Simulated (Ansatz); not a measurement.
SiO2: ε∞ with and without local fields

Plane-wave DFT in Ansatz with scalar-relativistic PAW potentials. The crystal relaxes under PBE to I-42d with a = 5.027 Å, c = 7.379 Å, 15.54 Å³/atom. No spin polarisation.

A sum over independent transitions (PBE, gap on the mesh 5.73 eV) gives a mean ε∞ of 2.32.

Question: What does self-consistent linear response to a field give, and why do the two differ?

Answer: 2.21, which is 4.5 % lower. The response calculation lets the induced density act back: the Hartree local fields oppose the polarisation and lower ε∞, more so where the density is uneven, while the exchange-correlation kernel raises it again by part of that. The net effect here is a decrease, as usual.

This form isn't the usual stable structure of the compound.